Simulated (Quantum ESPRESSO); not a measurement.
# TePb (Fm-3m) in Quantum ESPRESSO: notebook, part 2 of 3

Quantum ESPRESSO 7.5.

### Step 3. Phonons, PBE

Input file pw.in:

```
&CONTROL
  calculation = 'scf'
  prefix = 'pwscf'
  outdir = './tmp'
  pseudo_dir = './pseudo'
  tprnfor = .true.
  tstress = .true.
  disk_io = 'low'
/
&SYSTEM
  ibrav = 0
  A = 4.56932402
  nat = 2
  ntyp = 2
  ecutwfc = 45
  ecutrho = 360
  nbnd = 16
  occupations = 'smearing'
  smearing = 'fd'
  degauss = 0.00367493
/
&ELECTRONS
  conv_thr = 4d-10
  electron_maxstep = 120
  mixing_beta = 0.5
/
ATOMIC_SPECIES
Pb   207.2000 pb_pbe_v1.uspp.F.UPF
Te   127.6000 te_pbe_v1.uspp.F.UPF
CELL_PARAMETERS alat
   0.0000000000    0.7071067812    0.7071067812
   0.7071067812    0.0000000000    0.7071067812
   0.7071067812    0.7071067812    0.0000000000
ATOMIC_POSITIONS alat
Pb     0.0000000000    0.0000000000    0.0000000000
Te     0.7071067812    0.7071067812    0.7071067812
K_POINTS automatic
6 6 6 1 1 1
```

Input file relax.in:

```
&CONTROL
  calculation = 'vc-relax'
  prefix = 'pwscf'
  outdir = './tmp'
  pseudo_dir = './pseudo'
  tprnfor = .true.
  tstress = .true.
  disk_io = 'low'
  nstep = 40
  forc_conv_thr = 0.0001
  etot_conv_thr = 1d-06
/
&SYSTEM
  ibrav = 0
  A = 4.56932402
  nat = 2
  ntyp = 2
  ecutwfc = 45
  ecutrho = 360
  nbnd = 16
  occupations = 'smearing'
  smearing = 'fd'
  degauss = 0.00367493
/
&ELECTRONS
  conv_thr = 4d-10
  electron_maxstep = 120
  mixing_beta = 0.5
/
&IONS
  ion_dynamics = 'bfgs'
/
&CELL
  cell_dynamics = 'bfgs'
  press = 0
  press_conv_thr = 0.2
/
ATOMIC_SPECIES
Pb   207.2000 pb_pbe_v1.uspp.F.UPF
Te   127.6000 te_pbe_v1.uspp.F.UPF
CELL_PARAMETERS alat
   0.0000000000    0.7071067812    0.7071067812
   0.7071067812    0.0000000000    0.7071067812
   0.7071067812    0.7071067812    0.0000000000
ATOMIC_POSITIONS alat
Pb     0.0000000000    0.0000000000    0.0000000000
Te     0.7071067812    0.7071067812    0.7071067812
K_POINTS automatic
6 6 6 1 1 1
```

Input file gamma.in:

```
&CONTROL
  calculation = 'bands'
  prefix = 'pwscf'
  outdir = './tmp'
  pseudo_dir = './pseudo'
  disk_io = 'low'
  verbosity = 'high'
/
&SYSTEM
  ibrav = 0
  A = 4.63887841
  nat = 2
  ntyp = 2
  ecutwfc = 45
  ecutrho = 360
  nbnd = 16
  occupations = 'smearing'
  smearing = 'fd'
  degauss = 0.00367493
/
&ELECTRONS
  conv_thr = 1d-08
  electron_maxstep = 120
  mixing_beta = 0.5
  diago_full_acc = .true.
  startingwfc = 'random'
/
ATOMIC_SPECIES
Pb   207.2000 pb_pbe_v1.uspp.F.UPF
Te   127.6000 te_pbe_v1.uspp.F.UPF
CELL_PARAMETERS alat
   0.0000000000    0.7071067813    0.7071067813
   0.7071067813    0.0000000000    0.7071067813
   0.7071067813    0.7071067813    0.0000000000
ATOMIC_POSITIONS alat
Pb     0.0000000000    0.0000000000    0.0000000000
Te     0.7071067813    0.7071067813    0.7071067813
K_POINTS crystal
1
0.0 0.0 0.0 1
```

Input file scf2.in:

```
&CONTROL
  calculation = 'scf'
  prefix = 'pwscf'
  outdir = './tmp'
  pseudo_dir = './pseudo'
  tprnfor = .true.
  tstress = .true.
  disk_io = 'low'
/
&SYSTEM
  ibrav = 0
  A = 4.63887841
  nat = 2
  ntyp = 2
  ecutwfc = 45
  ecutrho = 360
  nbnd = 16
  occupations = 'fixed'
/
&ELECTRONS
  conv_thr = 1d-13
  electron_maxstep = 120
  mixing_beta = 0.5
  startingpot = 'file'
/
ATOMIC_SPECIES
Pb   207.2000 pb_pbe_v1.uspp.F.UPF
Te   127.6000 te_pbe_v1.uspp.F.UPF
CELL_PARAMETERS alat
   0.0000000000    0.7071067813    0.7071067813
   0.7071067813    0.0000000000    0.7071067813
   0.7071067813    0.7071067813    0.0000000000
ATOMIC_POSITIONS alat
Pb     0.0000000000    0.0000000000    0.0000000000
Te     0.7071067813    0.7071067813    0.7071067813
K_POINTS automatic
6 6 6 1 1 1
```

Input file ph.in:

```
phonons of TePb
&INPUTPH
  prefix = 'pwscf'
  outdir = './tmp'
  tr2_ph = 1d-18
  fildyn = 'dyn'
  niter_ph = 90
  alpha_mix(1) = 0.7
  epsil = .true.
/
0.0000000000 0.0000000000 0.0000000000
```

Input file dynmat.in:

```
&INPUT
  fildyn = 'dyn'
  asr = 'crystal'
  lperm = .true.
  filout = 'dynmat.disp'
  fileig = 'dynmat.eig'
/
```

Input file dynmat_lo.in:

```
&INPUT
  fildyn = 'dyn'
  asr = 'crystal'
  filout = 'dynmat_lo.disp'
  fileig = 'dynmat_lo.eig'
  q(1) = 0
  q(2) = 0
  q(3) = 1
/
```

Potentials or basis: GBRV 1.5 PBE.

Command:

```console
$ OMP_NUM_THREADS=1 mpirun -n 4 pw.x -nk 4 -in pw.in > pw.out
$ OMP_NUM_THREADS=1 mpirun -n 4 pw.x -nk 4 -in relax.in > relax.out
$ OMP_NUM_THREADS=1 mpirun -n 4 pw.x -in gamma.in > gamma.out
$ OMP_NUM_THREADS=1 mpirun -n 4 pw.x -nk 4 -in scf2.in > scf2.out
$ OMP_NUM_THREADS=1 mpirun -n 4 ph.x -nk 4 -in ph.in > ph.out
$ OMP_NUM_THREADS=1 mpirun -n 1 dynmat.x -in dynmat.in > dynmat.out
$ OMP_NUM_THREADS=1 mpirun -n 1 dynmat.x -in dynmat_lo.in > dynmat_lo.out
```

pw.out:

```text
This program is part of the open-source Quantum ESPRESSO suite
     for quantum simulation of materials; please cite
[... 6 lines left out ...]
     using ibrav=0 with symmetry is DISCOURAGED, use correct ibrav instead

     K-points division:     npool     =       4
     Subspace diagonalization in iterative solution of the eigenvalue problem:
     a serial algorithm will be used

     G-vector sticks info
     --------------------
     sticks:   dense  smooth     PW     G-vecs:    dense   smooth      PW
     Sum        1843     925    283                52345    18499    3119

     Using Slab Decomposition

     bravais-lattice index     =            0
     lattice parameter (alat)  =       8.6348  a.u.
     unit-cell volume          =     455.2369 (a.u.)^3
     number of atoms/cell      =            2
     number of atomic types    =            2
     number of electrons       =        20.00
     number of Kohn-Sham states=           16
     kinetic-energy cutoff     =      45.0000  Ry
     charge density cutoff     =     360.0000  Ry
     scf convergence threshold =      4.0E-10
     mixing beta               =       0.5000
     number of iterations used =            8  plain     mixing
     Exchange-correlation= SLA  PW   PBE  PBE
                           (   1   4   3   4   0   0   0)

     celldm(1)=   8.634771  celldm(2)=   0.000000  celldm(3)=   0.000000
     celldm(4)=   0.000000  celldm(5)=   0.000000  celldm(6)=   0.000000

     crystal axes: (cart. coord. in units of alat)
               a(1) = (   0.000000   0.707107   0.707107 )
               a(2) = (   0.707107   0.000000   0.707107 )
               a(3) = (   0.707107   0.707107   0.000000 )

     reciprocal axes: (cart. coord. in units 2 pi/alat)
               b(1) = ( -0.707107  0.707107  0.707107 )
               b(2) = (  0.707107 -0.707107  0.707107 )
               b(3) = (  0.707107  0.707107 -0.707107 )

     PseudoPot. # 1 for Pb read from file:
     pb_pbe_v1.uspp.F.UPF
     Pseudo is Ultrasoft + core correction, Zval = 14.0
     Generated by new atomic code, or converted to UPF format
     Using radial grid of  899 points,  6 beta functions with:
                l(1) =   0
                l(2) =   0
[... 33 lines left out ...]
                       cart. coord. in units 2pi/alat
        k(    1) = (   0.0589256   0.0589256   0.0589256), wk =   0.0185185
        k(    2) = (   0.1767767   0.1767767  -0.0589256), wk =   0.0555556
        k(    3) = (   0.2946278   0.2946278  -0.1767767), wk =   0.0555556
        k(    4) = (  -0.2946278  -0.2946278   0.4124790), wk =   0.0555556
        k(    5) = (  -0.1767767  -0.1767767   0.2946278), wk =   0.0555556
        k(    6) = (  -0.0589256  -0.0589256   0.1767767), wk =   0.0555556
[... 20 lines left out ...]
        k(   27) = (   0.2946278   0.2946278   0.2946278), wk =   0.0185185
        k(   28) = (  -0.2946278  -0.2946278   0.8838835), wk =   0.0555556

     Dense  grid:    52345 G-vectors     FFT dimensions: (  54,  54,  54)

     Smooth grid:    18499 G-vectors     FFT dimensions: (  40,  40,  40)

     Initial potential from superposition of free atoms

     starting charge      19.9974, renormalised to      20.0000

     negative rho (up, down):  1.582E-02 0.000E+00
     Starting wfcs are   13 randomized atomic wfcs +    3 random wfcs

     Self-consistent Calculation

     iteration #  1     ecut=    45.00 Ry     beta= 0.50
     Davidson diagonalization with overlap
     ethr =  1.00E-02,  avg # of iterations =  5.4

     Threshold (ethr) on eigenvalues was too large:
     Diagonalizing with lowered threshold

     Davidson diagonalization with overlap
     ethr =  1.71E-04,  avg # of iterations =  3.4

     negative rho (up, down):  1.523E-02 0.000E+00
[... 28 lines left out ...]
     total energy              =    -190.71518565 Ry
     estimated scf accuracy    <       0.00000575 Ry

     iteration #  5     ecut=    45.00 Ry     beta= 0.50
     Davidson diagonalization with overlap
     c_bands:  1 eigenvalues not converged
     ethr =  2.88E-08,  avg # of iterations = 13.4

     negative rho (up, down):  1.543E-02 0.000E+00

     total energy              =    -190.71521889 Ry
     estimated scf accuracy    <       0.00000162 Ry
[... 28 lines left out ...]
     iteration #  9     ecut=    45.00 Ry     beta= 0.50
     Davidson diagonalization with overlap
     ethr =  6.86E-12,  avg # of iterations =  3.0

     negative rho (up, down):  1.554E-02 0.000E+00

     End of self-consistent calculation

          k = 0.0589 0.0589 0.0589 (  2307 PWs)   bands (ev):

    -9.2608  -9.2608  -9.2513  -9.2505  -9.2505  -4.4930   1.6628   6.1444
     6.1444   6.2429  11.2076  11.3086  11.3086  13.1586  13.3687  13.3687
[... 73 lines left out ...]
    -9.3177  -9.2601  -9.2503  -9.2268  -9.2263  -2.8970   0.0543   3.1337
     4.7511   4.7881  10.8845  12.6668  12.7309  13.8710  15.8316  17.8585

          k =-0.5303 0.1768-0.0589 (  2328 PWs)   bands (ev):

    -9.3017  -9.2568  -9.2548  -9.2329  -9.2297  -3.0921  -0.2374   4.1269
     4.6346   5.7531  10.7187  11.5427  12.2360  12.7879  15.8338  16.8008

          k =-0.4125 0.0589 0.0589 (  2324 PWs)   bands (ev):
[... 51 lines left out ...]
    -9.2820  -9.2695  -9.2461  -9.2370  -9.2335  -3.0190  -0.9373   4.8868
     6.1036   6.5199   9.2672   9.4293  11.0687  14.7924  15.5578  15.8410

     the Fermi energy is     7.9000 ev

!    total energy              =    -190.71521890 Ry
     estimated scf accuracy    <          1.2E-10 Ry
     smearing contrib. (-TS)   =      -0.00000007 Ry
     internal energy E=F+TS    =    -190.71521883 Ry

     The total energy is F=E-TS. E is the sum of the following terms:
     one-electron contribution =     -45.93562211 Ry
     hartree contribution      =      35.15804560 Ry
     xc contribution           =     -77.83943224 Ry
     ewald contribution        =    -102.09821009 Ry

     convergence has been achieved in   9 iterations

     negative rho (up, down):  1.554E-02 0.000E+00

     Forces acting on atoms (cartesian axes, Ry/au):

     atom    1 type  1   force =     0.00000000    0.00000000    0.00000000
     atom    2 type  2   force =    -0.00000000   -0.00000000   -0.00000000

     Total force =     0.000000     Total SCF correction =     0.000000

     Computing stress (Cartesian axis) and pressure

     negative rho (up, down):  1.554E-02 0.000E+00
          total   stress  (Ry/bohr**3)                   (kbar)     P=       19.44
   0.00013212   0.00000000   0.00000000           19.44        0.00        0.00
   0.00000000   0.00013212   0.00000000            0.00       19.44        0.00
   0.00000000   0.00000000   0.00013212            0.00        0.00       19.44

=------------------------------------------------------------------------------=
   JOB DONE.
=------------------------------------------------------------------------------=
```

relax.out:

```text
This program is part of the open-source Quantum ESPRESSO suite
     for quantum simulation of materials; please cite
[... 6 lines left out ...]
     using ibrav=0 with symmetry is DISCOURAGED, use correct ibrav instead

     K-points division:     npool     =       4
[... 2132 lines left out ...]
  -0.00000026   0.00000000  -0.00000000           -0.04        0.00       -0.00
   0.00000000  -0.00000026  -0.00000000            0.00       -0.04       -0.00
  -0.00000000  -0.00000000  -0.00000026           -0.00       -0.00       -0.04

=------------------------------------------------------------------------------=
   JOB DONE.
=------------------------------------------------------------------------------=
```

gamma.out:

```text
This program is part of the open-source Quantum ESPRESSO suite
     for quantum simulation of materials; please cite
         "P. Giannozzi et al., J. Phys.:Condens. Matter 21 395502 (2009);
         "P. Giannozzi et al., J. Phys.:Condens. Matter 29 465901 (2017);
         "P. Giannozzi et al., J. Chem. Phys. 152 154105 (2020);
     in publications or presentations arising from this work. More details at
[... 597 lines left out ...]

    -9.8460  -9.8460  -9.8407  -9.8407  -9.8407  -4.8399   1.1002   5.6435
     5.6435   5.6435  10.9106  10.9106  10.9106  12.6768  12.6768  12.6768

=------------------------------------------------------------------------------=
   JOB DONE.
=------------------------------------------------------------------------------=
```

It took 3.5 min on 4 MPI ranks of Intel Xeon Platinum 8488C (Sapphire Rapids), shared host; peak memory 0.64 GiB.

What came out:

```yaml
Free_energy: -2594.8317 eV
Relaxed_volume: 35.29 Å³/atom
Relaxed_cell: a = 4.639 Å, b = 4.639 Å, c = 4.639 Å, α = 60.00°, β = 60.00°, γ = 60.00°
Space_group_after_relaxing_to_0.05_Å: Fm-3m (No. 225)
Pressure_after_relaxing: 0.0 GPa
Electronic_dielectric_tensor_diagonal: 27.06
Born_charges_mean_of_the_diagonal: Pb +5.75; Te -5.74 e
Highest_phonon_frequency_at_Γ_LO-TO_splitting_left_out: 25 cm⁻¹
Static_dielectric_tensor_diagonal: 490.09
```

Step by step:
```tsv
step	energy change (eV)	largest force (eV/Å)	pressure (GPa)	volume (Å³)
1	0.0000	0.0000	1.94	67.46
2	-0.0072	0.0000	1.48	68.13
3	-0.0129	0.0000	1.00	68.87
4	-0.0176	0.0000	0.33	70.00
5	-0.0182	0.0000	0.01	70.56
6	-0.0182	0.0000	0.00	70.59
```

Final structure:
```yaml
crystal:
  lattice:
    - [0.00000, 3.28018, 3.28018]
    - [3.28018, 0.00000, 3.28018]
    - [3.28018, 3.28018, 0.00000]
  atoms:
    - { symbol: Pb, position: [0.00000, 0.00000, 0.00000] }
    - { symbol: Te, position: [0.50000, 0.50000, 0.50000] }
```

Levels at points of the mesh, in eV from the valence-band top:
```csv
k point,band 6,band 7,band 8,band 9,band 10,band 11,band 12,band 13,band 14,band 15
"(0.08, 0.08, 0.08)",-11.48,-5.76,-1.03,-1.03,-0.96,3.82,3.92,3.92,5.92,6.12
```

Phonon frequencies in cm⁻¹ (negative: imaginary):
| q point | frequencies |
| --- | --- |
| (0.000, 0.000, 0.000) | -1 -1 -1 25 25 25 |

Electronic dielectric tensor:
```
27.06  0.00  0.00
 0.00 27.06  0.00
 0.00  0.00 27.06
```

Born effective charge tensors (e):
atom 1, Pb
```
5.75 0.00 0.00
0.00 5.75 0.00
0.00 0.00 5.75
```
atom 2, Te
```
-5.74  0.00  0.00
 0.00 -5.74  0.00
 0.00  0.00 -5.74
```

Optical modes at Γ, degenerate ones joined, polar ones without the macroscopic field:
```csv
cm⁻¹,components,symmetry,active in,"IR intensity, summed ((D/Å)²/amu)"
25,3,T1u,IR,28.91
```

Zone-centre frequencies without and with the macroscopic field along z (cm⁻¹):
```csv
,optical modes in rising order
without,25 25 25
with the field,25 25 107
```

Static dielectric tensor, electrons and zone-centre modes:
```
490.09   0.00   0.00
  0.00 490.09   0.00
  0.00   0.00 490.09
```

The run has no spin-orbit coupling, so splittings on Pb, Te are missing.

(Part 2 of 3 ends here.)
